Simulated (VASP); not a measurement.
Wanted: the native input for a VASP 6.6.1 run.

```yaml
Task: relaxation of cell and atoms
Functional: PBEsol
Potentials_or_basis: VASP PAW PBE potentials, release 64 (Mg, Si)
Cutoff: 300 eV
k_mesh: 10 × 10 × 10
Occupations: gaussian, width 0.1 eV
Spin: no spin polarisation
Further_INCAR_settings: ALGO = Fast; EDIFF = 1e-07; IBRION = 2; EDIFFG = -0.005; NSW = 90; ISIF = 3
```

The structure of Mg2Si lies in POSCAR:

```
Mg2Si
1.0
    0.0000000000      3.1698179200      3.1698179200
    3.1698179200      0.0000000000      3.1698179200
    3.1698179200      3.1698179200      0.0000000000
Mg Si
2 1
Direct
    0.2500000000      0.2500000000      0.2500000000
    0.7500000000      0.7500000000      0.7500000000
    0.0000000000      0.0000000000      0.0000000000
```

The cell is a database's computed one.

One way to write it, as run:

INCAR

```
SYSTEM = Mg2Si
  PREC = Accurate
  ENCUT = 300
  EDIFF = 1E-7
  ISMEAR = 0
  SIGMA = 0.1
  LREAL = .FALSE.
  LASPH = .TRUE.
  NELM = 60
  ALGO = Fast
  ISIF = 3
  LWAVE = .FALSE.
  LCHARG = .FALSE.
  GGA = PS
  IBRION = 2
  NSW = 90
  EDIFFG = -0.005
```

KPOINTS

```
Automatic mesh
0
G
  10 10 10
  0 0 0
```

Potentials or basis: VASP PAW PBE potentials, release 64 (Mg, Si).

Command:

```sh
$ cat potpaw_PBE.64/Mg/POTCAR potpaw_PBE.64/Si/POTCAR > POTCAR
$ mpirun -np 1 vasp_std > vasp.out
```

It gave:

The relaxed volume is 21.06 Å³/atom, the relaxed cell is a = 4.471 Å, b = 4.471 Å, c = 4.471 Å, α = 60.00°, β = 60.00°, γ = 60.00° and the space group after relaxing (to 0.05 Å) is Fm-3m (No. 225). The energy gained by relaxing is 0.2 meV/atom, the ionic steps are 2 and the pressure after relaxing is 0.0 GPa. The band gap on the k mesh is 0.11 eV, indirect (least direct gap 1.89 eV).

Caveat: the cutoff is under 1.25 times the usual one of these potentials, so pressure, stress and relaxed cells hold a basis-set (Pulay) error; the PAW data sets were made with another functional, which shifts forces and pressure a little.

Run time: 12 s on 1 thread of Intel(R) Xeon(R) 6975P-C (Granite Rapids) (shared host), peak memory 0.15 GiB.
